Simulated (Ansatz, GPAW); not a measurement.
# Geometry or basis: what sets the conductance of a Pt chain with a C atom bridging one bond, part 2 of 3

Wanted: T(E) of a Pt chain with a C atom bridging one bond at a relaxed geometry in two programs, beside the unrelaxed structure.

GPAW 26.7.0 and Ansatz 0.2.0; Ansatz plane waves; relaxation of the junction with the lead ends held; PAW set soft_1 (the session's first sound run).

So far, transmission at the Fermi level (one spin): step 3 (plane-wave reference (PBE)) 1.04.

**4. GPAW, dzp**

The script solves lead and junction separately, takes H and S in the orbital basis, and joins semi-infinite leads through their self-energies; the dzp basis is the working standard.

This step: GPAW LCAO, PAW setups; Landauer transmission from Green's functions with principal layers (ASE), zero bias (GPAW 26.7.0).

run.py

```python
import json
import numpy as np
from ase import Atoms
from ase.transport.calculators import TransportCalculator
from gpaw import GPAW, FermiDirac
from gpaw.lcao.tools import get_lcao_hamiltonian
from scipy.linalg import eigh

# The junction with lead layers at both ends, along the third cell vector
device = Atoms(
    ['Pt', 'Pt', 'Pt', 'Pt', 'Pt', 'Pt', 'Pt', 'Pt', 'C', 'Pt', 'Pt', 'Pt', 'Pt', 'Pt', 'Pt', 'Pt', 'Pt'],
    positions=[
        [4.50000, 4.50000, 1.20000],
        [4.50000, 4.50000, 3.60000],
        [4.50000, 4.50000, 6.00000],
        [4.50000, 4.50000, 8.40000],
        [4.50000, 4.50000, 10.80000],
        [4.50000, 4.50000, 13.20000],
        [5.41057, 5.10473, 15.34409],
        [4.38981, 4.43098, 17.53365],
        [4.54938, 4.53940, 19.30066],
        [4.40076, 4.41640, 21.06769],
        [5.33662, 5.20533, 23.25658],
        [4.50000, 4.50000, 25.40000],
        [4.50000, 4.50000, 27.80000],
        [4.50000, 4.50000, 30.20000],
        [4.50000, 4.50000, 32.60000],
        [4.50000, 4.50000, 35.00000],
        [4.50000, 4.50000, 37.40000]],
    cell=[[9.0, 0.0, 0.0], [0.0, 9.0, 0.0], [0.0, 0.0, 38.6]],
    pbc=True)

# One principal layer of the lead: the first 5 atoms of the device
lead = Atoms(
    ['Pt', 'Pt', 'Pt', 'Pt', 'Pt'],
    positions=[
        [4.50000, 4.50000, 1.20000],
        [4.50000, 4.50000, 3.60000],
        [4.50000, 4.50000, 6.00000],
        [4.50000, 4.50000, 8.40000],
        [4.50000, 4.50000, 10.80000]],
    cell=[[9.0, 0.0, 0.0], [0.0, 9.0, 0.0], [0.0, 0.0, 12.0]],
    pbc=True)

settings = dict(mode='lcao', basis='dzp', xc='PBE', h=0.2,
                occupations=FermiDirac(0.1), maxiter=250,
                mixer=dict(beta=0.1, nmaxold=8, weight=100.0),
                convergence=dict(density=0.0001))
energies = np.arange(-2, 2 + 1e-9, 0.025)
eta = 0.0001
n1, n2 = 1, 1
# k and -k transmit alike, so half of the mesh across the current serves
mesh = [(i, j) for i in range(n1) for j in range(n2) if (i, j) <= (-i % n1, -j % n2)]
weights = np.array([1 if (i, j) == (-i % n1, -j % n2) else 2 for i, j in mesh]) / (n1 * n2)

# [... helper functions left out ...]
fermi_lead = ground_state(lead, (1, 1, 10), 'lead.txt')
fermi_device = ground_state(device, (1, 1, 2), 'device.txt')
# [... loop over the mesh left out, but for ...]
        # Shift the lead onto the potential of the device's first layer
        shift = ((H[:, 0, 0] - H0[:, 0, 0]) / S0[0, 0]).real.mean()
# [...]
kT = 8.617333e-5 * 300
bias = [0.1, 0.2, 0.5, 1.0, 1.5, 2.0]
# [... integrals and printing left out ...]
```

Launch:

```sh
> OMP_NUM_THREADS=1 OPENBLAS_NUM_THREADS=1 python run.py
```

Elapsed: 3.6 min, on 1 thread of Arm Neoverse V2, shared host; peak memory 1.5 GiB.

This step gave:

* conductance: 1.036 G₀
* thermopower: 3.329 μV/K
* largest coupling past the next principal layer: 8.09e-6 eV
* largest misfit of the first principal layer: 0.1849 eV
* shift that aligns the lead: -0.009589 eV
* basis functions of the junction: 445
* basis functions of a principal layer: 135
* transmission at the Fermi level (one spin): 1.031

One spin. Table of transmission, zone mean by energy, zero at the Fermi level:

| energy (eV) | transmission, zone mean |
| --- | --- |
| -2.000 | 0.858 |
| -1.800 | 1.28 |
| -1.600 | 1.52 |
| -1.425 | 2.09 |
| -1.400 | 2.08 |
| -1.225 | 2.16 |
| -1.200 | 1.63 |
| -1.000 | 1.16 |
| -0.800 | 1.66 |
| -0.600 | 2.07 |
| -0.400 | 1.85 |
| -0.275 | 2.81 |
| -0.200 | 1.61 |
| 0.000 | 1.03 |
| 0.200 | 0.997 |
| 0.400 | 0.921 |
| 0.600 | 0.968 |
| 0.800 | 0.992 |
| 1.000 | 0.963 |
| 1.200 | 0.825 |
| 1.400 | 0.688 |
| 1.600 | 0.886 |
| 1.625 | 0.995 |
| 1.800 | 0.171 |
| 2.000 | 0.173 |

Not self-consistent under bias; the bias window is split evenly. The current through one cell, from the zero-bias transmission by bias:

| bias (V) | current through one cell, from the zero-bias transmission (μA) |
| --- | --- |
| 0.100 | 8.05 |
| 0.200 | 16.2 |
| 0.500 | 46.3 |
| 1.000 | 105 |
| 1.500 | 162 |
| 2.000 | 209 |

The transmission of the three most open eigenchannels by energy, zero at the Fermi level:

| energy (eV) | channel 1 | channel 2 | channel 3 |
| --- | --- | --- | --- |
| -2.000 | 0.480 | 0.272 | 0.106 |
| -1.800 | 0.894 | 0.365 | 0.0180 |
| -1.600 | 0.866 | 0.647 | 0.00695 |
| -1.400 | 0.959 | 0.826 | 0.298 |
| -1.200 | 0.860 | 0.575 | 0.183 |
| -1.000 | 0.975 | 0.142 | 0.0361 |
| -0.800 | 0.995 | 0.470 | 0.195 |
| -0.600 | 0.987 | 0.847 | 0.237 |
| -0.400 | 0.995 | 0.585 | 0.272 |
| -0.200 | 0.977 | 0.499 | 0.137 |
| 0.000 | 0.989 | 0.0349 | 0.00677 |
| 0.200 | 0.983 | 0.0130 | 0.00138 |
| 0.400 | 0.914 | 0.00649 | 3.6e-4 |
| 0.600 | 0.965 | 0.00302 | 8.0e-5 |
| 0.800 | 0.992 | 2.1e-7 | 3.3e-12 |
| 1.000 | 0.963 | 2.1e-7 | 0 |
| 1.200 | 0.825 | 2.1e-7 | 0 |
| 1.400 | 0.688 | 2.2e-7 | 0 |
| 1.600 | 0.886 | 2.2e-7 | 0 |
| 1.800 | 0.171 | 2.2e-7 | 0 |
| 2.000 | 0.173 | 2.2e-7 | 0 |

At the Fermi level T is 1.03 against 1.04 in plane waves. Couplings past the next layer reach 8.1e-6 eV, small enough to drop; the matrix elements of the cell's first layer differ from the bulk lead's by up to 0.18 eV. That layer keeps its own values in the calculation, and only beyond it is the lead taken as perfect. The Fermi levels of lead and junction count from different zeros of potential, one for each periodic cell; with both set to zero, the small remaining shift is what aligns them. Without spin-orbit coupling, which is large for these atoms, channel counts and T are those of the scalar-relativistic bands. By hand: G = 1.036 × 77.48 μS = 80.3 μS, a resistance of 12.5 kΩ; at 0.1 V a linear junction would pass 8.03 μA, and the integral over the bias window gives 8.05 μA. Mott's formula, S = -(π²/3)(k_B²T/e) d ln T/dE, has the prefactor 7.33 μV/K·eV at 300 K; T = 1.039 at -0.025 eV and 1.024 at 0.025 eV give a slope of -0.295 per eV and S = 2.16 μV/K, beside 3.33 μV/K from the thermal integral, which interpolates the same grid.

**5. GPAW, szp: basis = "szp(dzp)"**

One radial function a shell plus polarisation makes the matrices smaller; the question is what that costs.

Edit run.py of step 4 so:

```diff
@@ -44,3 +44,3 @@
 
-settings = dict(mode='lcao', basis='dzp', xc='PBE', h=0.2,
+settings = dict(mode='lcao', basis='szp(dzp)', xc='PBE', h=0.2,
                 occupations=FermiDirac(0.1), maxiter=250,
```

Elapsed: 2.2 min, on 1 thread; peak memory 1.4 GiB.

This step gave:

* conductance: 1.021 G₀
* thermopower: 2.305 μV/K
* largest coupling past the next principal layer: 8.13e-6 eV
* largest misfit of the first principal layer: 0.1930 eV
* shift that aligns the lead: -0.008423 eV
* basis functions of the junction: 249
* basis functions of a principal layer: 75
* transmission at the Fermi level (one spin): 1.018

One spin. The transmission, zone mean by energy, zero at the Fermi level:

energy (eV), transmission, zone mean and a bar:
```
   -2.000       1.00 #########
   -1.800       1.30 #############
   -1.600       1.54 ################
   -1.425       1.78 ###################
   -1.400       1.73 ##################
   -1.200       0.55 ####
   -1.000       0.96 #########
   -0.800       1.58 ################
   -0.650       2.10 ######################
   -0.600       2.07 ######################
   -0.400       1.96 #####################
   -0.275       2.74 ##############################
   -0.200       1.39 ##############
    0.000       1.02 ##########
    0.200       0.99 #########
    0.400       0.91 ########
    0.600       0.97 #########
    0.800       1.00 #########
    1.000       0.94 #########
    1.200       0.81 #######
    1.400       0.69 ######
    1.575       0.99 #########
    1.600       0.61 #####
    1.800       0.22 
    2.000       0.27 #
```

The conductance, 1.02 G₀, lies 1.4 % below that of the dzp run.

**6. Minimal basis**

One function for each valence shell of the setup, as for a first survey of a large system.

Edit run.py of step 5 so:

```diff
@@ -44,3 +44,3 @@
 
-settings = dict(mode='lcao', basis='szp(dzp)', xc='PBE', h=0.2,
+settings = dict(mode='lcao', basis='sz(dzp)', xc='PBE', h=0.2,
                 occupations=FermiDirac(0.1), maxiter=250,
```

The job ended after 1.8 min (1 thread; peak memory 1.4 GiB).

Numbers from this step:

```yaml
conductance: 1.012 G₀
thermopower: 2.425 μV/K
largest_coupling_past_the_next_principal_layer: 8.11e-6 eV
largest_misfit_of_the_first_principal_layer: 0.07803 eV
shift_that_aligns_the_lead: -0.008755 eV
basis_functions_of_the_junction: 196
basis_functions_of_a_principal_layer: 60
transmission_at_the_fermi_level_one_spin: 1.009
```

One spin. Transmission, zone mean against energy, zero at the Fermi level:

| energy (eV) | transmission, zone mean |
| --- | --- |
| -2.000 | 1.02 |
| -1.900 | 1.20 |
| -1.800 | 1.33 |
| -1.700 | 1.46 |
| -1.600 | 1.57 |
| -1.500 | 1.79 |
| -1.450 | 2.02 |
| -1.400 | 1.93 |
| -1.300 | 1.36 |
| -1.200 | 0.699 |
| -1.100 | 0.461 |
| -1.000 | 0.925 |
| -0.900 | 1.20 |
| -0.800 | 1.52 |
| -0.700 | 1.96 |
| -0.625 | 2.09 |
| -0.600 | 2.07 |
| -0.500 | 1.76 |
| -0.400 | 1.88 |
| -0.300 | 2.49 |
| -0.275 | 2.73 |
| -0.200 | 1.46 |
| -0.100 | 1.05 |
| 0.000 | 1.01 |
| 0.100 | 0.992 |
| 0.200 | 0.979 |
| 0.300 | 0.909 |
| 0.400 | 0.882 |
| 0.500 | 0.905 |
| 0.600 | 0.963 |
| 0.700 | 0.998 |
| 0.800 | 0.992 |
| 0.900 | 0.959 |
| 1.000 | 0.901 |
| 1.100 | 0.829 |
| 1.200 | 0.752 |
| 1.300 | 0.683 |
| 1.400 | 0.635 |
| 1.500 | 0.649 |
| 1.600 | 0.943 |
| 1.700 | 0.169 |
| 1.800 | 0.224 |
| 1.900 | 0.213 |
| 2.000 | 0.251 |

The conductance, 1.01 G₀, lies 2.4 % below that of the dzp run.

**7. RPBE in the dzp basis: xc = "RPBE"**

Back in the dzp basis, the functional changes from PBE to RPBE, to set the spread between functionals beside that between bases.

Edit run.py of step 6 so:

```diff
@@ -44,3 +44,3 @@
 
-settings = dict(mode='lcao', basis='sz(dzp)', xc='PBE', h=0.2,
+settings = dict(mode='lcao', basis='dzp', xc='RPBE', h=0.2,
                 occupations=FermiDirac(0.1), maxiter=250,
```

The job ended after 4.1 min (1 thread; peak memory 1.5 GiB).

This step gave:

* conductance: 1.035 G₀
* thermopower: 3.054 μV/K
* largest coupling past the next principal layer: 8.00e-6 eV
* largest misfit of the first principal layer: 0.1784 eV
* shift that aligns the lead: -0.01001 eV
* basis functions of the junction: 445
* basis functions of a principal layer: 135
* transmission at the Fermi level (one spin): 1.030

The conductance equals that of the dzp run to 0.2 %.

**8. The structure as built: geometry = "as built"**

The dzp basis with PBE on the structure as first built shows what the relaxation was worth.

Edit run.py of step 7 so:

```diff
@@ -18,7 +18,7 @@
         [4.50000, 4.50000, 13.20000],
-        [5.41057, 5.10473, 15.34409],
-        [4.38981, 4.43098, 17.53365],
-        [4.54938, 4.53940, 19.30066],
-        [4.40076, 4.41640, 21.06769],
-        [5.33662, 5.20533, 23.25658],
+        [4.50000, 4.50000, 15.60000],
+        [4.50000, 4.50000, 18.00000],
+        [5.76758, 4.50000, 19.30000],
+        [4.50000, 4.50000, 20.60000],
+        [4.50000, 4.50000, 23.00000],
         [4.50000, 4.50000, 25.40000],
@@ -44,3 +44,3 @@
 
-settings = dict(mode='lcao', basis='dzp', xc='RPBE', h=0.2,
+settings = dict(mode='lcao', basis='dzp', xc='PBE', h=0.2,
                 occupations=FermiDirac(0.1), maxiter=250,
```

It took 3.1 min on 1 thread; peak memory 1.5 GiB.

This step gave:

| Quantity | Value |
| --- | --- |
| conductance | 3.107 G₀ |
| thermopower | 2.452 μV/K |
| largest coupling past the next principal layer | 8.09e-6 eV |
| largest misfit of the first principal layer | 0.1274 eV |
| shift that aligns the lead | -0.003057 eV |
| transmission at the Fermi level (one spin) | 3.118 |

One spin. Table of transmission, zone mean by energy, zero at the Fermi level:

| energy (eV) | transmission, zone mean |
| --- | --- |
| -2.000 | 2.01 |
| -1.900 | 2.02 |
| -1.800 | 1.98 |
| -1.700 | 1.53 |
| -1.600 | 2.80 |
| -1.575 | 3.61 |
| -1.500 | 2.84 |
| -1.400 | 2.73 |
| -1.300 | 2.73 |
| -1.200 | 3.04 |
| -1.100 | 3.07 |
| -1.000 | 3.11 |
| -0.900 | 3.09 |
| -0.800 | 3.09 |
| -0.700 | 3.09 |
| -0.600 | 3.12 |
| -0.500 | 3.18 |
| -0.400 | 3.27 |
| -0.350 | 3.34 |
| -0.300 | 3.20 |
| -0.200 | 3.17 |
| -0.100 | 3.17 |
| 0.000 | 3.12 |
| 0.100 | 2.97 |
| 0.200 | 2.66 |
| 0.300 | 1.78 |
| 0.400 | 1.70 |
| 0.500 | 1.59 |
| 0.600 | 1.42 |
| 0.700 | 1.11 |
| 0.800 | 0.951 |
| 0.900 | 0.943 |
| 1.000 | 0.934 |
| 1.100 | 0.926 |
| 1.200 | 0.919 |
| 1.300 | 0.912 |
| 1.400 | 0.907 |
| 1.500 | 0.902 |
| 1.600 | 0.899 |
| 1.700 | 0.896 |
| 1.800 | 0.895 |
| 1.900 | 0.896 |
| 2.000 | 0.899 |

The conductance, 3.11 G₀, lies 200 % above that of the dzp run.

**9. The ladder**

Times are wall times on the hardware named with each run. Results by setting:

| no. | run | conductance (G₀) | time | memory (GiB) |
| --- | --- | --- | --- | --- |
| 1 | pw PBE | 1.043 | 1.8 min | 4.8 |
| 2 | dzp | 1.036 | 3.6 min | 1.5 |
| 3 | szp | 1.021 | 2.2 min | 1.4 |
| 4 | sz | 1.012 | 1.8 min | 1.4 |
| 5 | dzp RPBE | 1.035 | 4.1 min | 1.5 |
| 6 | asbuilt | 3.107 | 3.1 min | 1.5 |

**10. Comparison**

The curves are compared point by point over the common energies.

This step: comparison of transmission and cost over codes, levels and geometry; PAW set soft_1 (GPAW 26.7.0).

Ladder, by row:

| step | code | T at the Fermi level (sum over the listed spins) | conductance (G0) | r.m.s. T(E) from the first | wall time (s) | peak memory (GiB) | threads |
| --- | --- | --- | --- | --- | --- | --- | --- |
| pw-pbe | Ansatz | 1.04 | 1.043 | 0 | 108.7 | 4.835 | 4 |
| dzp | GPAW | 1.031 | 1.036 | 0.3088 | 216.4 | 1.47 | 1 |
| szp | GPAW | 1.018 | 1.021 | 0.2952 | 129.3 | 1.41 | 1 |
| sz | GPAW | 1.009 | 1.012 | 0.2991 | 110.7 | 1.36 | 1 |
| dzp-RPBE | GPAW | 1.03 | 1.035 | 0.2908 | 248.5 | 1.47 | 1 |
| asbuilt | GPAW | 3.118 | 3.107 | 1.107 | 188.9 | 1.49 | 1 |

The transmission, zone mean, sum over the listed spins by energy, zero at the Fermi level:

| energy (eV) | pw-pbe | dzp | szp | sz | dzp-RPBE | asbuilt |
| --- | --- | --- | --- | --- | --- | --- |
| -2.000 | 0.910 | 0.858 | 0.996 | 1.02 | 0.861 | 2.01 |
| -1.900 | 1.27 | 1.12 | 1.17 | 1.20 | 1.12 | 2.02 |
| -1.800 | 1.48 | 1.28 | 1.30 | 1.33 | 1.28 | 1.98 |
| -1.700 | 1.66 | 1.41 | 1.42 | 1.46 | 1.41 | 1.53 |
| -1.600 | 1.81 | 1.52 | 1.54 | 1.57 | 1.53 | 2.80 |
| -1.500 | 2.02 | 2.02 | 1.53 | 1.79 | 2.00 | 2.84 |
| -1.450 | 1.97 | 2.08 | 1.69 | 2.02 | 2.04 | 2.78 |
| -1.425 | 2.28 | 2.09 | 1.78 | 2.00 | 2.04 | 2.75 |
| -1.400 | 2.23 | 2.08 | 1.73 | 1.93 | 2.03 | 2.73 |
| -1.300 | 1.23 | 1.90 | 0.943 | 1.36 | 1.82 | 2.73 |
| -1.225 | 0.770 | 2.16 | 0.757 | 0.962 | 1.92 | 2.99 |
| -1.200 | 0.814 | 1.63 | 0.546 | 0.699 | 1.32 | 3.04 |
| -1.100 | 1.08 | 0.790 | 0.520 | 0.461 | 0.774 | 3.07 |
| -1.000 | 1.39 | 1.16 | 0.963 | 0.925 | 1.17 | 3.11 |
| -0.900 | 1.73 | 1.31 | 1.22 | 1.20 | 1.33 | 3.09 |
| -0.800 | 2.10 | 1.66 | 1.58 | 1.52 | 1.68 | 3.09 |
| -0.750 | 2.17 | 1.85 | 1.82 | 1.75 | 1.87 | 3.09 |
| -0.700 | 2.12 | 1.97 | 2.02 | 1.96 | 2.00 | 3.09 |
| -0.600 | 1.72 | 2.07 | 2.07 | 2.07 | 2.07 | 3.12 |
| -0.500 | 1.99 | 1.76 | 1.71 | 1.76 | 1.71 | 3.18 |
| -0.400 | 2.76 | 1.85 | 1.96 | 1.88 | 1.92 | 3.27 |
| -0.375 | 2.82 | 2.08 | 2.19 | 2.07 | 2.17 | 3.32 |
| -0.300 | 2.29 | 2.58 | 2.55 | 2.49 | 2.59 | 3.20 |
| -0.275 | 1.92 | 2.81 | 2.74 | 2.73 | 2.76 | 3.09 |
| -0.200 | 1.28 | 1.61 | 1.39 | 1.46 | 1.52 | 3.17 |
| -0.100 | 1.09 | 1.09 | 1.06 | 1.05 | 1.09 | 3.17 |
| 0.000 | 1.04 | 1.03 | 1.02 | 1.01 | 1.03 | 3.12 |
| 0.100 | 1.02 | 1.01 | 1.00 | 0.992 | 1.01 | 2.97 |
| 0.200 | 1.01 | 0.997 | 0.990 | 0.979 | 0.997 | 2.66 |
| 0.300 | 0.989 | 0.971 | 0.948 | 0.909 | 0.962 | 1.78 |
| 0.400 | 0.932 | 0.921 | 0.911 | 0.882 | 0.917 | 1.70 |
| 0.500 | 0.931 | 0.934 | 0.931 | 0.905 | 0.930 | 1.59 |
| 0.600 | 0.954 | 0.968 | 0.974 | 0.963 | 0.966 | 1.42 |
| 0.700 | 0.989 | 0.998 | 0.985 | 0.998 | 0.996 | 1.11 |
| 0.800 | 0.969 | 0.992 | 0.999 | 0.992 | 0.993 | 0.951 |
| 0.900 | 0.999 | 0.996 | 0.984 | 0.959 | 0.996 | 0.943 |
| 1.000 | 0.990 | 0.963 | 0.942 | 0.901 | 0.966 | 0.934 |
| 1.100 | 0.949 | 0.902 | 0.880 | 0.829 | 0.909 | 0.926 |
| 1.200 | 0.884 | 0.825 | 0.807 | 0.752 | 0.835 | 0.919 |
| 1.300 | 0.807 | 0.748 | 0.739 | 0.683 | 0.760 | 0.912 |
| 1.400 | 0.735 | 0.688 | 0.693 | 0.635 | 0.700 | 0.907 |
| 1.500 | 0.686 | 0.677 | 0.725 | 0.649 | 0.686 | 0.902 |
| 1.600 | 0.712 | 0.886 | 0.610 | 0.943 | 0.867 | 0.899 |
| 1.675 | 0.964 | 0.0118 | 0.125 | 0.121 | 0.0513 | 0.897 |
| 1.700 | 0.830 | 0.0316 | 0.169 | 0.169 | 0.0168 | 0.896 |
| 1.800 | 0.145 | 0.171 | 0.221 | 0.224 | 0.170 | 0.895 |
| 1.900 | 0.207 | 0.189 | 0.211 | 0.213 | 0.190 | 0.896 |
| 2.000 | 0.203 | 0.173 | 0.274 | 0.251 | 0.176 | 0.899 |

(Part 2 of 3 ends here.)

[Logs are printed without paths, hosts, clocks, repeated set-up lines and the standing remarks that a program may print on its own settings, such as how far it seeks lower states.]

[Hosts, paths, dates, database ids (printed as entryN), source tags and the programs' standing remarks are cut or masked in the printed files.]
